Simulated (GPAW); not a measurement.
Runs of GPAW 26.7.0 on CuO. It takes space group Pm-3m (No. 221, cubic). The conventional cell has a = 2.553 Å, b = 2.553 Å, c = 2.553 Å, α = 90.00°, β = 90.00°, γ = 90.00°. Cu (site symmetry m-3m) has 8 O at 2.21 Å as nearest neighbours. O (site symmetry m-3m) is surrounded by 8 Cu at 2.21 Å. Measurements of this composition are mostly on another form, of space group No. 15.

| task | level | spin | U | fixed moment (μB) | cell | k mesh | smearing | gap on the mesh (eV) | pressure (GPa) | moment (μB) |
| --- | --- | --- | --- | --- | --- | --- | --- | --- | --- | --- |
| single point | r2SCAN+U | collinear, ferromagnetic start | Cu d U = 7 eV | 4.0 | as given | 7 × 7 × 7 | gaussian 0.05 eV | - | 121.1 | 4.00 |
| single point | PBE | off | - | - | atoms moved at random, drawn with an rms of 0.05 Å | 10 × 10 × 10 | fermi-dirac 0.05 eV | none | 22.9 | - |
| single point | PBE | off | - | - | as given | 10 × 10 × 10 | fermi-dirac 0.05 eV | none | 22.3 | - |
| single point | r2SCAN+U | collinear, ferromagnetic start | Cu d U = 4 eV | - | as given | 7 × 7 × 7 | gaussian 0.05 eV | none | 11.6 | (a) |

Alike in all rows: potentials or basis GPAW PAW data sets (gpaw-data 1.2.1), pw; cutoff (eV) 800.

Fill in the values left out.

(a) 0.00.

Caveats: with this Cu data set, volumes or pressures lay over 1.5 % or 2 GPa off other programs in two to four cells of ten; the PAW data sets were made with another functional, which shifts forces and pressure a little (some runs); an odd number of electrons without spin polarisation forces a metal (some runs); a magnetic or distorted state may lie lower (some runs); semilocal functionals often make such compounds metallic where correlation or magnetic order opens a gap, which also shifts bond lengths (some runs); a pressure of tens of GPa on the cell as given is suspect, and the run, the potentials or the cell itself is likely at fault (some runs); the total moment is fixed, so each spin has its own Fermi level (some runs).

A gap of «none» marks a metal or a gap under the smearing width.
